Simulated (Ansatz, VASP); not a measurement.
## B26P27 (V_B): VASP beside Ansatz

Wanted: the spread between two codes on one cell, functional and k mesh. The cell is taken from a series of runs on this material, whose earlier steps may have relaxed, scaled, displaced or heated it; both programs get it as it stands.

Calculated with Ansatz 0.2.0; plane waves, with VASP 6.6.1 beside it; single point at r2SCAN.

## Step 1: The starting structure

The cell holds 53 atoms: 26 B and 27 P. Its edges and angles: a = 9.479 Å, b = 9.479 Å, c = 9.479 Å, α = 60.0°, β = 60.0°, γ = 60.0°. It derives from BP (BP (F-43m)). Nearest the centre at fractional (0.667, 0.333, 0.667): P40 at 1.89 Å, P38 at 1.89 Å, P37 at 1.90 Å, P46 at 1.90 Å, B18 at 3.14 Å, B15 at 3.14 Å, B25 at 3.14 Å, B13 at 3.14 Å. The cell carries charge −1.

Coordinates:

```xyz
53
Lattice="0.0000 6.7025 6.7025 6.7025 0.0000 6.7025 6.7025 6.7025 0.0000" Properties=species:S:1:pos:R:3 pbc="T T T"
B    13.4023    6.7054    6.7041
B     8.9370    2.2403    6.7044
B     4.4756   11.1671    6.7116
B     2.2288    0.0074    2.2331
B     4.4756    8.9500    8.9287
B     6.6911   11.1669    8.9285
B     4.4674    0.0076    4.4717
B     6.6998    2.2400    4.4670
B     8.9313    4.4715    4.4715
B    13.4027    8.9428    8.9412
B     8.9360    4.4761    8.9402
B    11.1676    6.7077    8.9407
B     8.9245    8.9500    4.4798
B     4.4651    4.4766    4.4693
B     6.6923    6.7181    4.4797
B    11.1653    8.9425    6.7041
B     6.7002    4.4771    6.7044
B     8.9245    6.7182    6.7116
B     6.7074   11.1671    4.4798
B     8.9365    6.7077   11.1718
B     4.4755    8.9349    4.4797
B     8.9243   11.1669    6.6953
B     4.4755    6.7181    6.6965
B     4.4672    4.4715    8.9355
B     6.7074    6.7182    8.9287
B     8.9243    8.9337    8.9285
P     3.3490    3.3548    3.3532
P     5.5872    5.5913    3.3529
P     7.8169    7.8250    3.3589
P     5.5824    3.3574    5.5866
P     7.8169    5.5973    5.5866
P    10.0446    7.8250    5.5866
P     7.8178    3.3579    7.8220
P    10.0515    5.5916    7.8189
P    12.2849    7.8250    7.8215
P     3.3487    5.5913    5.5914
P     5.6027    7.8453    5.6069
P     7.7920   10.0346    5.6115
P     5.5824    5.5973    7.8211
P     7.7920    7.8499    7.7962
P    10.0434   10.0588    7.8204
P     7.8147    5.5916   10.0557
P    10.0512    7.8299   10.0554
P    12.2849   10.0595   10.0613
P     3.3547    7.8250    7.8211
P     5.6073   10.0346    7.7962
P     7.8162   12.2860    7.8204
P     5.5824    7.8250   10.0488
P     7.8162   10.0588   10.0476
P    10.0505   12.2931   10.0547
P     7.8173    7.8250   12.2891
P    10.0571   10.0595   12.2891
P    12.2849   12.2872   12.2891
```

## Step 2: Ansatz: single point, r2SCAN

Ansatz runs on its PAW soft_1 files.

With cell and atoms fixed, the geometry can't cause a difference; cores, projectors, grids and the points listed under the comparison can.

input.yaml reads:

```yaml
crystal:
  checkpoint: "../qm1_M2.relax.run"
  host: checkpoint
total_charge: -1
basis:
  ecutwfc: 500
  xc_grid: 2
hamiltonian:
  xc: r2scan
  pseudopotentials: { kind: paw, azcp: { folder: soft_1 } }
kpoints:
  mp_grid: { grid: [2, 2, 2], shift: [0.5, 0.5, 0.5] }
magnetization:
  spin_polarized: true
  initial_magnetization: 2
  spin_locking: { lock_magnetization: hard }
scf:
  occupations: { method: fixed }
  max_iter: 80
output:
  forces: true
  eigenvalues: true
  charged_corrections:
    epsilon: 9.31
    static_epsilon: 9.42
    defect_position: [0.666667, 0.333333, 0.666667]
  eigenstates: { localisation: true }
  populations: true
  efg: {}
  band_densities: [{ bands: [v1, v1] }, { bands: [c1, c1] }]
  write_density: true
  write_potential: true
  volumetric_format: npy
checkpoint:
  read: "../qm1_M2.relax.run"
  write: "../qm1_M2.point.run"
  compress: false
  write_wavefunctions: false
  write_every: 100000
```

On the command line:

```
ansatz run input.yaml --threads 4 --pin off --max-ram 7536MiB --backend cpu --events-out ev --progress --plain --runs-dir out
```

Numbers of over 12 decimals in the logs are rounded to 6 here.

What it wrote:

```text
Warning: This run holds its total moment fixed (magnetization.spin_locking.lock_magnetization: hard) and mixes its density by anderson or broyden (scf.mixing.algorithm, typed or taken by auto). Slabs with a fixed moment have converged under broyden above another state at the same moment, at the default mixing steps and at smaller ones, and under scf.lower_state_search: standard, light or off a state that such a mixer [...]
crystal.checkpoint: the structure is that of <dir>, a `relax` run, at its step 6: its result, under r2scan at a charge of -1 e; 53 atoms read, 0 with a starting moment; crystal.structure_sha256 for this input is
Engine: ansatz 0.2.0, aarch64-unknown-linux-gnu
Pseudopotentials: kind: paw
Pseudopotential: B, paw, valence charge 3, recommended cutoff 500 eV (meta_gga), soft_1/B.paw.azcp
Pseudopotential: P, paw, valence charge 5, recommended cutoff 500 eV (meta_gga), soft_1/P.paw.azcp
Functional definition: r2SCAN
  parameter k0 = 0.174
  parameter k1 = 0.065
  parameter a1 = 4.9479
  exchange = r2scan_x(k0 = k0, k1 = k1, a1 = a1)
  correlation = r2scan_c
Crystal: 53 atoms, lattice volume = 602.196 Å³
Basis set: ecut = 500 eV, 15353 PW (Γ), exchange–correlation on 144×144×144 points (8 copies of the dense FFT grid, shifted against one another)
Bands: 161, of which v1, the nominal top of the filled ones, is band 107 counted from 1 (106 counted from 0)
Symmetry: 1 space group operations
Space group: P1 (ITA 1), of the structure as read, at distance tolerance 8.4e-5 Å
Magnetic group: BNS 1.1 (UNI 1), of the structure as read, at distance tolerance 8.4e-5 Å
k-points: 4 of 8 (time reversal used)
Non-local potential: B, projectors of the file, l = 0: 2, l = 1: 2, l = 2: 1
Non-local potential: P, projectors of the file, l = 0: 2, l = 1: 2, l = 2: 1
PAW form: soft (Blöchl's): semilocal exchange-correlation on the pseudo side does not see the compensation charge
PAW frozen core: B, regenerated for the run's functional (the file was generated under x = pbe(κ = 0.804, μ = 0.219515), c = pbe(β = 0.066725))
PAW frozen core: P, regenerated for the run's functional (the file was generated under x = pbe(κ = 0.804, μ = 0.219515), c = pbe(β = 0.066725))
PAW one-centre angular grid: B, 302 points (default); XC on 223 of its mesh's 2233 points in the sphere
PAW one-centre angular grid: P, 302 points (default); XC on 160 Gauss nodes
Initial density: read from a saved state, or passed on in memory by an earlier SCF of this step, an earlier step, the calling program or the single point that the run made first
Stability of the state it starts from, as read at its close in the collinear treatment: not read, because the mixer in use, unlike msr1, does not test its closes by its own steps (another_mixer); its run was given moments
Starting moments: Σ|m| = 2 μB on 53 of 53 sites; this step starts from the density that it was given
Initial wavefunctions: those read from a saved state, or passed on in memory by an earlier step or the calling program
Functional: x = r2scan, c = r2scan; τ floored in thin density (d = 2e-4 eV/Å³)
SCF iter   1: F=—  HF=-24579.128008 eV  |F-HF|=—  |Δ(HF+E_count)|=         —  Δρ=1.92e-7 (↑1.86e-7 ↓1.92e-7)  dr2=7.41e-10  dr2_τ=3.37e-12  dr2_m=8.98e-13  M=2.000 μB ∫|m|=2.075 μB  β_m=1.20  ethr=1.10e-12  ⟨swp⟩=3.5  Hψ=3050  notcnv=0
preconditioner: auto → Resta (q_TF=auto, 2.296 Å⁻¹)  ε∞=4.7  [insulator: Δε(μ)=0.234 eV  Ē_g=11.554 eV  n_scr=112 (ndim 8)  ℏωp=22.1 eV  f_vac=0.000  ε∞_Penn≈4.7]
spin=Collinear: Resta preconditioning applied to the charge; magnetization (m = ρ↑ − ρ↓) channel mixes plain (no charge-response kernel on spin).
SCF iter   2: F=-24579.128008 eV  HF=-24579.128008 eV  |F-HF|=2.73e-10  |Δ(HF+E_count)|=  2.11e-10  Δρ=1.47e-7 (↑1.44e-7 ↓1.47e-7)  dr2=4.27e-10  dr2_τ=1.84e-12  dr2_m=1.80e-13  M=2.000 μB ∫|m|=2.075 μB  ethr=1.00e-12  ⟨swp⟩=7.0  Hψ=4886  notcnv=0
SCF 1 converged in 2 iterations: F = -24579.128008 eV  dr2 = 4.27e-10
  greatest PAW one-centre occupation: 0.792 electrons in one spin orbital (limit 2), on the P atom at site 27 (counted from 0), in its partial waves of l = 0
this state was not tested for a lower state beside it, because the mixer in use, unlike msr1, does not test its closes by its own steps (another_mixer; see scf.mixing.algorithm and scf.lower_state_search)
SCF converged after 2 iterations
Magnetization: 2.0000 μB (108.0000 up, 106.0000 down)
Absolute magnetization: 2.0771 μB (∫|ρ↑−ρ↓|, with the PAW one-centre terms)
[...]
--- Charged-cell corrections in eV (Makov–Payne, q = -1.000 e, ε = 9.310 of the electrons, 9.420 with the ions) ---
  F (periodic)     = -24579.128008  (uncorrected; the corrections below are reported, never added to it)
  E_corr1          = +0.264504  (monopole, q²α_M/2εL)
  F Makov-Payne    = n/a  (the rows are of the electrons' constant alone; ansatz place-levels tells what screens the charge)
  no potential alignment in this run, which stands beside a crystal: run the host's input off ansatz write-host-input, and read the two finished runs by ansatz place-levels (neither reads a slab, a wire or a sheet, whose cell leaves a vacuum)
--- Band table (eV; the first three rows and the last of 8) ---
  k-point 0 ↑: bands = [... 103 lower, 9.0057, 9.0059, 9.5850, 10.2383, 10.2385, 11.5007, 11.5008, 11.5270, ... 50 higher]
  k-point 1 ↑: bands = [... 103 lower, 8.3865, 8.7895, 9.0506, 9.8226, 10.0053, 11.3893, 12.2916, 12.3925, ... 50 higher]
  k-point 2 ↑: bands = [... 103 lower, 8.3865, 8.7896, 9.0507, 9.8226, 10.0050, 11.3893, 12.2917, 12.3925, ... 50 higher]
  k-point 3 ↓: bands = [... 103 lower, 8.5753, 8.8706, 9.5619, 10.4158, 10.6090, 11.4282, 12.3269, 12.4220, ... 50 higher]
--- Löwdin populations: 53 sites ---
  site symbol       q [e]    m [muB]
     0      B      3.6790     0.0001
     1      P      4.2681     0.0395
     2      B      3.6790    -0.0002
     3      P      4.2670     0.0432
     4      B      3.6720     0.0223
     5      P      4.2711     0.0026
     6      B      3.6851     0.0053
     7      P      4.2744     0.0057
     8      B      3.6721     0.0223
     9      P      4.2711     0.0026
    10      B      3.6742     0.0184
    11      P      4.2711     0.0012
    12      B      3.6850     0.0059
    13      P      4.2743     0.0053
    14      B      3.6790     0.0001
    15      P      4.2681     0.0394
    16      B      3.6851     0.0053
    17      P      4.2744     0.0057
    18      B      3.6791    -0.0002
    19      P      4.2670     0.0432
    20      B      3.6807    -0.0035
    21      P      4.5618     0.3569
    22      B      3.6804    -0.0026
    23      P      4.5745     0.3453
[...]
45      P      4.2707     0.0032
    46      P      4.2778    -0.0010
    47      B      3.6851     0.0053
    48      P      4.2744     0.0057
    49      B      3.6720     0.0223
    50      P      4.2711     0.0026
    51      B      3.6742     0.0184
    52      P      4.2711     0.0012
  spilling = 0.008740 (of n_electrons = 214.000000)
--- Band densities, each state counted as filled ---
  window                                       electrons  max residual (eV)  cut levels
  bands: [v1, v1]                    1.000000 + 1.000000             5.9e-6           2
  bands: [c1, c1]                    1.000000 + 1.000000             6.1e-6           2
```

## Step 3: VASP: single point, r2SCAN

The same cell, functional and mesh now go to VASP, with its own data sets.

Lines of VASP's logs that name or quote its potential files are left out, and so is its time.

INCAR reads:

```
SYSTEM = B26P27
PREC = Accurate
ENCUT = 460
EDIFF = 1E-06
NELM = 200
ISMEAR = 0
SIGMA = 0.01
LREAL = Auto
ALGO = Normal
METAGGA = R2SCAN
LASPH = .TRUE.
NELECT = 214
NBANDS = 144
ISPIN = 2
MAGMOM = 0 0 0.02 0 0.02 0.02 0 0 0 0 -0 -0 0.02 -0 0.02 0 0 0.02 0.02 -0 0.02 0.02 0.02 0 0.02 0.02 0.02 0.02 0 0 0 0 0 0.02 0 0.02 0.12 0.12 0 0.12 0 0.02 0.02 0 0 0.12 0 0 0 0 0 0 0
LORBIT = 11
LWAVE = .FALSE.
LCHARG = .FALSE.
ISIF = 2
ISYM = 0
NUPDOWN = 2
GGA_COMPAT = .FALSE.
LMIXTAU = .TRUE.
KPAR = 4
```

POSCAR reads:

```
B26P27
1.0
    0.0000000000      6.7024878823      6.7024878823
    6.7024878823      0.0000000000      6.7024878823
    6.7024878823      6.7024878823      0.0000000000
B P
26 27
Direct
    0.0005315123      0.9997022333      0.9999031979
    0.0005745155      0.9997094824      0.3336752098
    0.9998654251      0.0014992422      0.6662514303
    0.0008642257      0.3323031987      0.0002359113
    0.9998654251      0.3322857029      0.3354649696
    0.9999492331      0.3321696497      0.6661353771
    0.0008784533      0.6662844115      0.0002501389
    0.0005315123      0.6659374705      0.3336679607
    0.0008642257      0.6662701839      0.6662689261
    0.3343035243      0.9997094824      0.9999462011
    0.3342262583      0.9996322165      0.3335979439
    0.3342653110      0.9996712692      0.6665092650
    0.3360932840      0.3322857029      0.9992371107
    0.3342653110      0.3325435376      0.3336369966
    0.3361043904      0.3322537024      0.6662194297
    0.3342962751      0.6659374705      0.9999031979
    0.3343035243      0.6659804737      0.3336752098
    0.3360932840      0.6652713833      0.6662514303
    0.6668797447      0.0014992422      0.9992371107
    0.6671375794      0.9996712692      0.3336369966
    0.6668477442      0.0015103486      0.6662194297
    0.6667636915      0.3321696497      0.9993209187
    0.6668477442      0.3322537024      0.3354760760
    0.6668972405      0.6662701839      0.0002359113
    0.6668797447      0.6652713833      0.3354649696
    0.6667636915      0.6653551913      0.6661353771
    0.2505796760      0.2497095027      0.2499513616
    0.2504266293      0.2498204117      0.5837861391
    0.2511732795      0.2499632981      0.9163094971
    0.2507740806      0.5827385537      0.2501457662
    0.2511732795      0.5823437697      0.5839290255
    0.2511796951      0.5823374988      0.9163032262
    0.2508103417      0.9162162999      0.2501820273
    0.2505796760      0.9159856342      0.5836752301
    0.2507740806      0.9161800388      0.9167042811
    0.5844144535      0.2498204117      0.2497983149
    0.5855647727      0.2509707309      0.5849364583
    0.5859128033      0.2513187615      0.9112347516
    0.5845573399      0.5823437697      0.2505449651
    0.5859128033      0.5772690242      0.5852844889
    0.5845533230      0.5822439605      0.9162096879
    0.5843035445      0.9159856342      0.2499513616
    0.5844144535      0.9158325875      0.5837861391
    0.5845573399      0.9165792377      0.9163094971
    0.9169378115      0.2499632981      0.2505449651
    0.9118630660      0.2513187615      0.5852844889
    0.9168380023      0.2499592812      0.9162096879
    0.9169315406      0.5823374988      0.2505513807
    0.9168380023      0.5822439605      0.5839250086
    0.9173706846      0.5827766428      0.9167423702
    0.9173325955      0.9161800388      0.2501457662
    0.9169378115      0.9165792377      0.5839290255
    0.9169315406      0.9165856533      0.9163032262
```

KPOINTS reads:

```
Points of the shifted mesh
8
Reciprocal
 0.2500000000  0.2500000000  0.2500000000 1
 0.2500000000  0.2500000000  0.7500000000 1
 0.2500000000  0.7500000000  0.2500000000 1
 0.2500000000  0.7500000000  0.7500000000 1
 0.7500000000  0.2500000000  0.2500000000 1
 0.7500000000  0.2500000000  0.7500000000 1
 0.7500000000  0.7500000000  0.2500000000 1
 0.7500000000  0.7500000000  0.7500000000 1
```

Potentials, in the order of the species: B and P (PBE family, release 64).

On the command line:

```
mpirun -np 8 vasp_std
```

What it wrote:

```text
[banner, memory and clock lines left out]
running    8 mpi-ranks, on    1 nodes
[...]
|                                                                             |
|           W    W    AA    RRRRR   N    N  II  N    N   GGGG   !!!           |
|           W    W   A  A   R    R  NN   N  II  NN   N  G    G  !!!           |
|           W    W  A    A  R    R  N N  N  II  N N  N  G       !!!           |
|           W WW W  AAAAAA  RRRRR   N  N N  II  N  N N  G  GGG   !            |
|           WW  WW  A    A  R   R   N   NN  II  N   NN  G    G                |
|           W    W  A    A  R    R  N    N  II  N    N   GGGG   !!!           |
|                                                                             |
|     For optimal performance we recommend to set                             |
|       NCORE = 2 up to number-of-cores-per-socket                            |
|     NCORE specifies how many cores store one orbital (NPAR=cpu/NCORE).      |
|     This setting can greatly improve the performance of VASP for DFT.       |
[...]
DAV:   5    -0.498870897166E+03   -0.37883E-01   -0.37773E-01  5656   0.123E+00BRMIX: very serious problems
 the old and the new charge density differ
 old charge density:   213.00000 new  214.00000
BRMIX: very serious problems
 the old and the new charge density differ
 old charge density:   213.00000 new  214.00000
BRMIX: very serious problems
 the old and the new charge density differ
 old charge density:   213.00000 new  214.00000
BRMIX: very serious problems
 the old and the new charge density differ
 old charge density:   213.00000 new  214.00000
    0.433E+01
DAV:   6    -0.467515350968E+03    0.31356E+02   -0.32294E+01  5096   0.125E+01    0.262E+01
DAV:   7    -0.439517312135E+03    0.27998E+02   -0.69846E+00  5672   0.628E+00    0.597E+00
DAV:   8    -0.445490902538E+03   -0.59736E+01   -0.10038E+01  4984   0.795E+00    0.295E+00
DAV:   9    -0.446852892895E+03   -0.13620E+01   -0.86956E-01  5432   0.271E+00    0.143E+00
[...]
DAV:  18    -0.447059938647E+03   -0.13718E-05   -0.63380E-07  2960   0.257E-03    0.401E-03
DAV:  19    -0.447059943915E+03   -0.52683E-05   -0.25900E-06  3480   0.542E-03    0.215E-03
DAV:  20    -0.447059944314E+03   -0.39876E-06   -0.20425E-07  2720   0.133E-03
   1 F= -.44705994E+03 E0= -.44705994E+03  d E =-.265945E-18  mag=     2.0000
```

Parts of OUTCAR (step 3):

```text
  FREE ENERGIE OF THE ION-ELECTRON SYSTEM (eV)
  ---------------------------------------------------
  free  energy   TOTEN  =      -447.0599443138 eV

  energy  without entropy=     -447.0599443138  energy(sigma->0) =     -447.05994431

 magnetization (x)
# of ion       s       p       d       tot
------------------------------------------
    1       -0.000   0.000   0.000   0.000
    2       -0.000   0.000   0.000   0.000
    3        0.002   0.020   0.000   0.021
    4        0.000   0.003   0.000   0.003
    5        0.002   0.020   0.000   0.021
    6        0.002   0.015   0.000   0.017
    7        0.000   0.003   0.000   0.003
    8       -0.000   0.000   0.000   0.000
    9        0.000   0.003   0.000   0.003
   10       -0.000   0.000   0.000   0.000
   11       -0.000  -0.001   0.000  -0.001
   12       -0.000  -0.000   0.000  -0.001
   13        0.002   0.020   0.000   0.021
[...]
--------------------------------------------------
tot          0.146   1.054   0.000   1.200

[... 1 further part left out ...]
```

The run ends at a pressure of 10.34 GPa, with forces up to 0.058 eV/Å.

## Step 4: Side by side

Known differences besides the potentials themselves: VASP starts from the moments at which Ansatz ended; VASP keeps PBE cores, Ansatz makes them for the functional; fixed occupations in Ansatz, narrow Gaussian smearing in VASP; the cutoff is 500 eV in Ansatz and 460 eV in VASP (PREC = Accurate, projectors in real space); site moments are counted in spheres of each program's own size. Total energies have different zeros and are not compared.

Both answers:

| quantity | Ansatz | VASP | difference |
| --- | --- | --- | --- |
| total moment, fixed by the input (μB) | 2.00 | 2.00 | 0.00 |
| moment on P38 (μB) | 0.12 | 0.18 | -0.06 |
| moment on P46 (μB) | 0.12 | 0.18 | -0.06 |
| moment on P40 (μB) | 0.12 | 0.18 | -0.06 |
| moment on P37 (μB) | 0.12 | 0.18 | -0.06 |

At this near-relaxed geometry the largest component of a force difference is 34 meV/Å. The cell carries a charge of -1 e against a uniform background, so its pressure also hangs on how the neutralising background is counted, and in a defect's cell a gap may be the spacing between its levels.

## Step 5: Summary of results

| Quantity | Value |
| --- | --- |
| difference in moment on P38 (single point, r2SCAN) | -0.062 μB |
| r.m.s. force difference (single point, r2SCAN) | 9.1 meV/Å |

**Reading.** The r.m.s. force difference is 9.1 meV/Å (single point, r2SCAN), within the 12 meV/Å picked in this series as the mark of a large difference. Such differences can come from data sets, numerical settings and the points named under the comparisons, not from the functional's error against experiment.

[Lines on the potential files, build, host, timing and source positions are cut from VASP's logs without a mark.]

[Logs are printed without paths, hosts, clocks, repeated set-up lines and the standing remarks that a program may print on its own settings, such as how far it seeks lower states.]

[Hosts, paths, dates, database ids (printed as entryN), source tags and the programs' standing remarks are cut or masked in the printed files.]
